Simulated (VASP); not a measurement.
Wanted: the native input for a VASP 6.6.1 run.

```yaml
Task: single point
Functional: HSE06
Potentials_or_basis: VASP PAW PBE potentials, release 64 (Be)
Cutoff: 520 eV
k_mesh: 12 × 12 × 12
Occupations: gaussian, width 0.05 eV
Spin: no spin polarisation
Dipole_correction: no
Exchange_at_q_=_0: truncated
Grid_for_exact_exchange_PRECFOCK: Normal
Screening_parameter: 0.2079 1/A
Further_INCAR_settings: ALGO = Normal; EDIFF = 1e-07; NBANDS = 7
```

Crystal: Be.

```
Be
1.0
    -1.25064    1.25064    1.25064
     1.25064   -1.25064    1.25064
     1.25064    1.25064   -1.25064
Be
1
Direct
  0.00000 0.00000 0.00000
```

The cell was built by a generator and needn't be a form met in nature.

One way to write it, as run:

POSCAR

```
Be
1.0
   -1.2506380210      1.2506380210      1.2506380210
    1.2506380210     -1.2506380210      1.2506380210
    1.2506380210      1.2506380210     -1.2506380210
Be
1
Direct
    0.0000000000      0.0000000000      0.0000000000
```

INCAR.step1

```
PREC = Accurate
ENCUT = 520
EDIFF = 1E-5
ISMEAR = 0
SIGMA = 0.05
LREAL = F
LASPH = T
NELM = 100
ALGO = Normal
ISIF = 2
LWAVE = T
LCHARG = F
GGA = PE
NBANDS = 7
```

INCAR.step2

```
PREC = Accurate
ENCUT = 520
EDIFF = 1E-7
ISMEAR = 0
SIGMA = 0.05
LREAL = F
LASPH = T
NELM = 100
ALGO = Normal
ISIF = 2
LWAVE = F
LCHARG = F
GGA = PE
LHFCALC = T
HFSCREEN = 0.2079
PRECFOCK = Normal
ISTART = 1
NBANDS = 7
```

KPOINTS

```
Automatic mesh
0
Gamma
  12 12 12
```

Potentials or basis: VASP PAW PBE potentials, release 64 (Be).

Launch:

```bash
$ cat potpaw_PBE.64/Be/POTCAR > POTCAR
$ cp INCAR.step1 INCAR
$ mpirun -np 1 vasp_std > vasp.out
$ cp INCAR.step2 INCAR
$ mpirun -np 1 vasp_std > vasp.out
```

Results of the run:

```json
{"Pressure": "-0.8 GPa", "Band gap on the k mesh": "none (metal or under the smearing width)"}
```

Caveat: the PAW data sets were made with another functional, which shifts forces and pressure a little.

Wall time 14 min on 1 thread of Intel(R) Xeon(R) Platinum 8559C (Emerald Rapids), with other jobs on the host, peak memory 0.23 GiB.
